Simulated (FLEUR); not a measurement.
**Ta: equation of state with PBE**

**What was measured.**

“Pressure effects on the electronic structure and superconductivity of (TaNb)0.67(HfZrTi)0.33 high entropy alloy”, 2019, arxiv:1910.08312 quotes, for a bulk crystal of Ta: bulk modulus 194 GPa.

Crystal: Ta.

```
CELL_PARAMETERS angstrom
-1.65128 1.65128 1.65128
1.65128 -1.65128 1.65128
1.65128 1.65128 -1.65128
ATOMIC_POSITIONS crystal
Ta 0.00000 0.00000 0.00000
```

- Program: FLEUR MaX-R8.1 (later development tree)
- Task: equation of state
- Functional: PBE
- Potentials or basis: all-electron
- Basis: FLAPW
- Kmax: 4.1 1/bohr
- k mesh: 11 × 11 × 11
- Occupations: fermi-dirac, width 0.05 eV
- Spin: no spin polarisation
- Gmax: 12.7 1/bohr
- Muffin-tin radii: Ta 2.45 bohr
- lmax: Ta 10
- Local orbitals a species: Ta 4

| Item | Value |
| --- | --- |
| Equilibrium volume | 18.24 Å³/atom |
| Bulk modulus | 193 GPa |
| Pressure derivative of the bulk modulus | 4.6 |

Energy against volume, from the lowest point:
```tsv
volume (Å³/atom)	energy (meV/atom)
16.930	64.50
17.290	32.28
17.650	11.56
18.010	1.08
18.371	0.00
18.731	6.89
19.091	21.39
```

Measured bulk modulus of Ta: 194 GPa (quoted in “Pressure effects on the electronic structure and superconductivity of (TaNb)0.67(HfZrTi)0.33 high entropy alloy”, 2019, arxiv:1910.08312). This calculation gives 193 GPa (-0.4 %). The fit is for a static lattice scaled at fixed shape and fixed fractional positions.

The run has no spin-orbit coupling, so splittings on Ta are missing. PBE usually gives volumes a little too large and moduli too small.
